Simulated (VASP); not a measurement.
# Nb (Im-3m) in VASP: a series of runs

Runs on Nb. Level: PBEsol. Tasks: phonons, elastic constants.

Program: VASP 6.6.1. These are calculated values, not measurements. Logs are shortened: lines on timing, memory, paths and dates and some standing lists are left out, and cuts for length are marked.

## (1) The structure

Symmetry: Im-3m, No. 229, cubic system. The conventional cell has a = 3.328 Å, b = 3.328 Å, c = 3.328 Å, α = 90.00°, β = 90.00°, γ = 90.00°. Around Nb (site symmetry m-3m) lie 8 Nb at 2.88 Å.

## (2) Phonons, PBEsol

Contents of POSCAR:

```
Nb
1.0
   -1.6639500000      1.6639500000      1.6639500000
    1.6639500000     -1.6639500000      1.6639500000
    1.6639500000      1.6639500000     -1.6639500000
Nb
1
Direct
    0.0000000000      0.0000000000      0.0000000000
```

Contents of INCAR.step1:

```
ALGO = Normal ; EDIFF = 1E-8
EDIFFG = -0.002 ; ENCUT = 600
GGA = PS ; IBRION = 2
ISIF = 3 ; ISMEAR = -1
LASPH = True ; LCHARG = False
LREAL = False ; LWAVE = False
NELM = 60 ; NSW = 40
PREC = Accurate ; SIGMA = 0.05
```

Contents of INCAR.step2:

```
ALGO = Normal ; EDIFF = 1E-8
ENCUT = 600 ; GGA = PS
IBRION = 6 ; ISIF = 2
ISMEAR = -1 ; LASPH = True
LCHARG = False ; LREAL = False
LWAVE = False ; NELM = 60
NFREE = 2 ; NSW = 1
POTIM = 0.015 ; PREC = Accurate
SIGMA = 0.05
```

Contents of KPOINTS:

```
k-points
0
Gamma
  8 8 8
```

Potentials or basis: VASP PAW PBE potentials, release 64 (Nb_sv).

On the command line:

```console
> cat potpaw_PBE.64/Nb_sv/POTCAR > POTCAR
> cp INCAR.step1 INCAR
> mpirun -np 1 vasp_std > vasp.out
> cp CONTCAR POSCAR
> cp INCAR.step2 INCAR
> mpirun -np 1 vasp_std > vasp.out
```

OUTCAR:

```text
EDIFF = 1E-8
   ENCUT = 600
   GGA = PS
   IBRION = 6
   ISIF = 2
   ISMEAR = -1
   LASPH = True
   LREAL = False
   NELM = 60
   NFREE = 2
   NSW = 1
   POTIM = 0.015
   PREC = Accurate

 ion  position               nearest neighbor table
   1  0.000  0.000  0.000-

  LATTYP: Found a body centered cubic cell.
 ALAT       =     3.2744798710

  Lattice vectors:

 A1 = (  -1.6372399355,   1.6372399355,   1.6372399355)
 A2 = (   1.6372399355,  -1.6372399355,   1.6372399355)
 A3 = (   1.6372399355,   1.6372399355,  -1.6372399355)

Analysis of symmetry for initial positions (statically):
=====================================================================
 Subroutine PRICEL returns:
 Original cell was already a primitive cell.

 Routine SETGRP: Setting up the symmetry group for a
 body centered cubic supercell.

 Subroutine GETGRP returns: Found 48 space group operations
 (whereof 48 operations were pure point group operations)
 out of a pool of 48 trial point group operations.

The static configuration has the point symmetry O_h .

Analysis of symmetry for dynamics (positions and initial velocities):
=====================================================================
 Subroutine PRICEL returns:
 Original cell was already a primitive cell.

 Routine SETGRP: Setting up the symmetry group for a
 body centered cubic supercell.

 Subroutine GETGRP returns: Found 48 space group operations
 (whereof 48 operations were pure point group operations)
 out of a pool of 48 trial point group operations.

The dynamic configuration has the point symmetry O_h .

 Subroutine INISYM returns: Found 48 space group operations
 (whereof 48 operations are pure point group operations),
 and found     1 'primitive' translations

----------------------------------------------------------------------------------------

                                     Primitive cell

  volume of cell :      17.5548

  direct lattice vectors                    reciprocal lattice vectors
[... 141 lines left out ...]
  -------------------------------------------------------------------------------------
  Total        0.0005077      0.0005077      0.0005077      0.0000000      0.0000000     -0.0000000
  in kB        0.0463376      0.0463376      0.0463376      0.0000000      0.0000000     -0.0000000
  external PRESSURE =       0.0463376 kB  Pullay stress =       0.0000000 kB
[... 57 lines left out ...]
--------------------------------------- Ionic step        3  -------------------------------------------

 number of electron      13.0000001 magnetization

 Free energy of the ion-electron system (eV)
  ---------------------------------------------------
  ext. energy  EPLUGINS =         0.00000000
  ---------------------------------------------------
  free energy    TOTEN  =       -10.98261953 eV

  energy without entropy =      -10.97139528  energy(sigma->0) =      -10.97700741

 E-fermi :  11.2666     XC(G=0): -12.7670

 val. band max:       11.2232781336   @ k =   0.3750   0.2500   0.0000
 cond. band min:      11.2808022196   @ k =   0.2500   0.0000   0.0000
 fundamental gap:      0.0575240860
 Fermi energy:        11.2665767659

 k-point     1 :       0.0000    0.0000    0.0000
  band No.  band energies     occupation
      1     -42.8641      2.00000
      2     -18.1196      2.00000
      3     -18.1196      2.00000
      4     -18.1196      2.00000
      5       5.3829      2.00000
      6      11.7448      0.00014
      7      11.7448      0.00014
      8      11.7448      0.00014
      9      14.7442      0.00000
     10      14.7442      0.00000
[... 287 lines left out ...]
 k-point    24 :      -0.3750    0.3750    0.2500
  band No.  band energies     occupation
      1     -42.5301      2.00000
      2     -19.2177      2.00000
      3     -18.7918      2.00000
      4     -18.6620      2.00000
      5       8.9282      2.00000
      6       9.4605      2.00000
      7      12.3672      0.00000
      8      13.1454      0.00000
      9      16.0094      0.00000
     10      17.4052      0.00000

 [... further k-points ...]

------------------------ aborting loop because EDIFF is reached ----------------------------------------

  FORCE on cell =-STRESS in cart. coord.  units (eV):
  Direction    XX          YY          ZZ          XY          YZ          ZX
  --------------------------------------------------------------------------------------
  -------------------------------------------------------------------------------------
  Total        0.0006362      0.0006362      0.0006362      0.0000000      0.0000000      0.0000000
  in kB        0.0580669      0.0580669      0.0580669      0.0000000      0.0000000      0.0000000
  external PRESSURE =       0.0580669 kB  Pullay stress =       0.0000000 kB
[... 16 lines left out ...]
  FREE ENERGIE OF THE ION-ELECTRON SYSTEM (eV)
  ---------------------------------------------------
  free  energy   TOTEN  =       -10.9826195317 eV

  energy  without entropy=      -10.9713952828  energy(sigma->0) =      -10.97700741

 INTERNAL STRAIN TENSORS FROM DISPLACED ATOMS
 ============================================

 INTERNAL STRAIN TENSOR FOR ION    1 for displacements in x,y,z  (eV/Angst):
          X           Y           Z          XY          YZ          ZX
  --------------------------------------------------------------------------------
  x     0.00000     0.00000     0.00000     0.00000     0.00000     0.00000
  y     0.00000     0.00000     0.00000     0.00000     0.00000     0.00000
  z     0.00000     0.00000     0.00000     0.00000     0.00000     0.00000

 Eigenvectors and eigenvalues of the dynamical matrix
 ----------------------------------------------------

   1 f  =    0.000000 THz     0.000000 2PiTHz    0.000000 cm-1     0.000000 meV
             X         Y         Z           dx          dy          dz
      0.000000  0.000000  0.000000     0.967997   -0.250962    0.000000

   2 f  =    0.000000 THz     0.000000 2PiTHz    0.000000 cm-1     0.000000 meV
             X         Y         Z           dx          dy          dz
      0.000000  0.000000  0.000000    -0.250962   -0.967997    0.000000

   3 f  =    0.000000 THz     0.000000 2PiTHz    0.000000 cm-1     0.000000 meV
             X         Y         Z           dx          dy          dz
      0.000000  0.000000  0.000000     0.000000    0.000000    1.000000

 ELASTIC MODULI CONTR FROM IONIC RELAXATION (kBar)
 Direction    XX          YY          ZZ          XY          YZ          ZX
 --------------------------------------------------------------------------------
 XX           0.0000      0.0000      0.0000      0.0000      0.0000      0.0000
 YY           0.0000      0.0000      0.0000      0.0000      0.0000      0.0000
 ZZ           0.0000      0.0000      0.0000      0.0000      0.0000      0.0000
 XY           0.0000      0.0000      0.0000      0.0000      0.0000      0.0000
 YZ           0.0000      0.0000      0.0000      0.0000      0.0000      0.0000
 ZX           0.0000      0.0000      0.0000      0.0000      0.0000      0.0000
 --------------------------------------------------------------------------------
```

OSZICAR.step1:

```text
N       E                     dE             d eps       ncg     rms          rms(c)
DAV:   1     0.133813371700E+03    0.13381E+03   -0.79972E+03   580   0.143E+03
DAV:   2    -0.508380868148E+01   -0.13890E+03   -0.13587E+03   602   0.490E+02
DAV:   3    -0.110777693713E+02   -0.59940E+01   -0.57481E+01   826   0.853E+01
[... 80 lines left out ...]
DAV:   5    -0.109831168338E+02   -0.73549E-05   -0.16146E-05   956   0.300E-02    0.478E-03
DAV:   6    -0.109831170587E+02   -0.22486E-06   -0.46420E-07   644   0.792E-03    0.173E-03
DAV:   7    -0.109831172163E+02   -0.15762E-06   -0.95097E-08   722   0.378E-03    0.358E-04
DAV:   8    -0.109831171839E+02    0.32408E-07   -0.49476E-09   332   0.943E-04    0.613E-05
DAV:   9    -0.109831171934E+02   -0.95033E-08   -0.13044E-09   296   0.478E-04
   7 F= -.10983117E+02 E0= -.10977505E+02  d E =-.672715E-05
```

Wall time 29 s (1 thread of Intel Xeon 6975P-C (Granite Rapids), shared host); peak memory 0.14 GiB.

What came out:

```yaml
Relaxed_volume: 17.55 Å³/atom
Relaxed_cell: a = 2.836 Å, b = 2.836 Å, c = 2.836 Å, α = 109.47°, β = 109.47°, γ = 109.47°
Space_group_after_relaxing_to_0.05_Å: Im-3m (No. 229)
```

The path:
| step | energy change (eV) | largest force (eV/Å) | pressure (GPa) | volume (Å³) |
| --- | --- | --- | --- | --- |
| 1 | 0.0000 | 0.0000 | -8.38 | 18.43 |
| 2 | 0.0741 | 0.0000 | 21.39 | 15.98 |
| 3 | -0.0237 | 0.0000 | -0.29 | 17.58 |
| 4 | -0.0237 | 0.0000 | -0.03 | 17.56 |
| 5 | -0.0237 | 0.0000 | 0.16 | 17.54 |
| 6 | -0.0237 | 0.0000 | -0.25 | 17.58 |
| 7 | -0.0237 | 0.0000 | 0.01 | 17.55 |

Final structure:
```
Nb
1.0
    -1.63724    1.63724    1.63724
     1.63724   -1.63724    1.63724
     1.63724    1.63724   -1.63724
Nb
1
Direct
  0.00000 0.00000 0.00000
```

Caveat: the PAW data sets were made with another functional, which shifts forces and pressure a little.

## (3) Elastic constants, PBEsol

POSCAR is that of step 2.

Contents of INCAR.step1:

```
PREC     = Accurate       # precision mode
ENCUT    = 600            # plane-wave cutoff, eV
EDIFF    = 1E-8           # SCF threshold, eV
ISMEAR   = -1             # smearing method
SIGMA    = 0.05           # smearing width, eV
LREAL    = F              # projectors in reciprocal space
LASPH    = T              # aspherical terms in the spheres
NELM     = 80             # most SCF steps
ALGO     = Fast           # electronic algorithm
ISIF     = 3              # what is computed and relaxed
LWAVE    = F              # write WAVECAR
LCHARG   = F              # write CHGCAR
GGA      = PS             # functional
IBRION   = 2              # ionic algorithm
NSW      = 40             # ionic steps
EDIFFG   = -0.002         # ionic threshold
```

Contents of INCAR.step2:

```
PREC     = Accurate       # precision mode
ENCUT    = 600            # plane-wave cutoff, eV
EDIFF    = 1E-8           # SCF threshold, eV
ISMEAR   = -1             # smearing method
SIGMA    = 0.05           # smearing width, eV
LREAL    = F              # projectors in reciprocal space
LASPH    = T              # aspherical terms in the spheres
NELM     = 80             # most SCF steps
ALGO     = Fast           # electronic algorithm
ISIF     = 3              # what is computed and relaxed
LWAVE    = F              # write WAVECAR
LCHARG   = F              # write CHGCAR
GGA      = PS             # functional
IBRION   = 6              # ionic algorithm
NFREE    = 2            
POTIM    = 0.015          # step
NSW      = 1              # ionic steps
```

Contents of KPOINTS:

```
Automatic mesh
0
Gamma
  8 8 8
```

Potentials or basis: VASP PAW PBE potentials, release 64 (Nb_sv).

On the command line:

```console
> cat potpaw_PBE.64/Nb_sv/POTCAR > POTCAR
> cp INCAR.step1 INCAR
> mpirun -np 1 vasp_std > vasp.out
> cp CONTCAR POSCAR
> cp INCAR.step2 INCAR
> mpirun -np 1 vasp_std > vasp.out
```

OUTCAR:

```text
PREC = Accurate
   ENCUT = 600
   EDIFF = 1E-8
   ISMEAR = -1
   LREAL = F
   LASPH = T
   NELM = 80
   ISIF = 3
   GGA = PS
   IBRION = 6
   NFREE = 2
   POTIM = 0.015
   NSW = 1

 ion  position               nearest neighbor table
   1  0.000  0.000  0.000-

  LATTYP: Found a body centered cubic cell.
 ALAT       =     3.2744715725

  Lattice vectors:

 A1 = (  -1.6372357863,   1.6372357863,   1.6372357863)
 A2 = (   1.6372357863,  -1.6372357863,   1.6372357863)
 A3 = (   1.6372357863,   1.6372357863,  -1.6372357863)

Analysis of symmetry for initial positions (statically):
=====================================================================
 Subroutine PRICEL returns:
 Original cell was already a primitive cell.
[... 718 lines left out ...]
  z     0.00000    -0.00000     0.00000    -0.00000    -0.00000     0.00000

 INTERNAL STRAIN TENSORS FROM DISPLACED ATOMS
 ============================================

 INTERNAL STRAIN TENSOR FOR ION    1 for displacements in x,y,z  (eV/Angst):
          X           Y           Z          XY          YZ          ZX
  --------------------------------------------------------------------------------
  x     0.00000     0.00000     0.00000     0.00000     0.00000     0.00000
  y     0.00000     0.00000     0.00000     0.00000     0.00000     0.00000
  z     0.00000     0.00000     0.00000     0.00000     0.00000     0.00000

 Eigenvectors and eigenvalues of the dynamical matrix
 ----------------------------------------------------

   1 f/i=    0.000000 THz     0.000000 2PiTHz    0.000000 cm-1     0.000000 meV
             X         Y         Z           dx          dy          dz
      0.000000  0.000000  0.000000     0.707107   -0.707107    0.000000

   2 f/i=    0.000000 THz     0.000000 2PiTHz    0.000000 cm-1     0.000000 meV
             X         Y         Z           dx          dy          dz
      0.000000  0.000000  0.000000    -0.707107   -0.707107    0.000000

   3 f/i=    0.000000 THz     0.000000 2PiTHz    0.000000 cm-1     0.000000 meV
             X         Y         Z           dx          dy          dz
      0.000000  0.000000  0.000000     0.000000    0.000000    1.000000

--------------------------------------------------------------------------------------------------------

 ELASTIC MODULI CONTR FROM IONIC RELAXATION (kBar)
 Direction    XX          YY          ZZ          XY          YZ          ZX
 --------------------------------------------------------------------------------
 XX           0.0000      0.0000      0.0000      0.0000      0.0000      0.0000
 YY           0.0000      0.0000      0.0000      0.0000      0.0000      0.0000
 ZZ           0.0000      0.0000      0.0000      0.0000      0.0000      0.0000
 XY           0.0000      0.0000      0.0000      0.0000      0.0000      0.0000
 YZ           0.0000      0.0000      0.0000      0.0000      0.0000      0.0000
 ZX           0.0000      0.0000      0.0000      0.0000      0.0000      0.0000
 --------------------------------------------------------------------------------

 TOTAL ELASTIC MODULI (kBar)
 Direction    XX          YY          ZZ          XY          YZ          ZX
 --------------------------------------------------------------------------------
 XX        2937.4221   1372.3506   1372.3506      0.0000      0.0000     -0.0000
 YY        1372.3506   2937.4221   1372.3506     -0.0000     -0.0000     -0.0000
 ZZ        1372.3506   1372.3506   2937.4221      0.0000      0.0000      0.0000
 XY           0.0000     -0.0000      0.0000    357.0274      0.0000      0.0000
 YZ           0.0000     -0.0000      0.0000      0.0000    357.0274      0.0000
 ZX          -0.0000     -0.0000      0.0000      0.0000      0.0000    357.0274
 --------------------------------------------------------------------------------
```

OSZICAR.step1:

```text
N       E                     dE             d eps       ncg     rms          rms(c)
DAV:   1     0.133813371700E+03    0.13381E+03   -0.79972E+03   580   0.143E+03
DAV:   2    -0.508380868148E+01   -0.13890E+03   -0.13587E+03   602   0.490E+02
DAV:   3    -0.110777693713E+02   -0.59940E+01   -0.57481E+01   826   0.853E+01
[... 199 lines left out ...]
RMM:  13    -0.109831170816E+02   -0.14620E-07   -0.17081E-07   466   0.266E-03    0.914E-04
RMM:  14    -0.109831171008E+02   -0.19243E-07   -0.85513E-08   438   0.222E-03    0.813E-04
RMM:  15    -0.109831171384E+02   -0.37568E-07   -0.70788E-08   437   0.272E-03    0.219E-04
RMM:  16    -0.109831171551E+02   -0.16694E-07   -0.36282E-08   424   0.211E-03    0.848E-05
RMM:  17    -0.109831171477E+02    0.74001E-08   -0.28696E-08   423   0.153E-03
   7 F= -.10983117E+02 E0= -.10977505E+02  d E =-.268552E-05
```

Run time: 6.4 min. Hardware: 1 thread of Intel Xeon 6975P-C (Granite Rapids), shared host; peak memory 0.18 GiB.

What came out:

| Property | Result |
| --- | --- |
| Relaxed volume | 17.55 Å³/atom |
| Relaxed cell | a = 2.836 Å, b = 2.836 Å, c = 2.836 Å, α = 109.47°, β = 109.47°, γ = 109.47° |
| Space group after relaxing (to 0.05 Å) | Im-3m (No. 229) |
| Elastic constants C11, C12, C44 | 294, 137, 36 GPa |
| Voigt bulk modulus | 189 GPa |

The path:
| step | energy change (eV) | largest force (eV/Å) | pressure (GPa) | volume (Å³) |
| --- | --- | --- | --- | --- |
| 1 | 0.0000 | 0.0000 | -8.38 | 18.43 |
| 2 | 0.0741 | 0.0000 | 21.40 | 15.98 |
| 3 | -0.0237 | 0.0000 | -0.23 | 17.58 |
| 4 | -0.0237 | 0.0000 | -0.09 | 17.56 |
| 5 | -0.0237 | 0.0000 | 0.10 | 17.55 |
| 6 | -0.0237 | 0.0000 | -0.15 | 17.57 |
| 7 | -0.0237 | 0.0000 | 0.00 | 17.55 |

Final structure:
```
Nb
1.0
    -1.63724    1.63724    1.63724
     1.63724   -1.63724    1.63724
     1.63724    1.63724   -1.63724
Nb
1
Direct
  0.00000 0.00000 0.00000
```

Elastic tensor in Voigt notation (GPa, in the Cartesian axes of the cell as first typed):
```
294 137 137   0   0   0
137 294 137   0   0   0
137 137 294   0   0   0
  0   0   0  36   0   0
  0   0   0   0  36   0
  0   0   0   0   0  36
```

Clamped-ion elastic tensor (GPa):
```
294 137 137   0   0   0
137 294 137   0   0   0
137 137 294   0   0   0
  0   0   0  36   0   0
  0   0   0   0  36   0
  0   0   0   0   0  36
```

Caveat: the PAW data sets were made with another functional, which shifts forces and pressure a little.
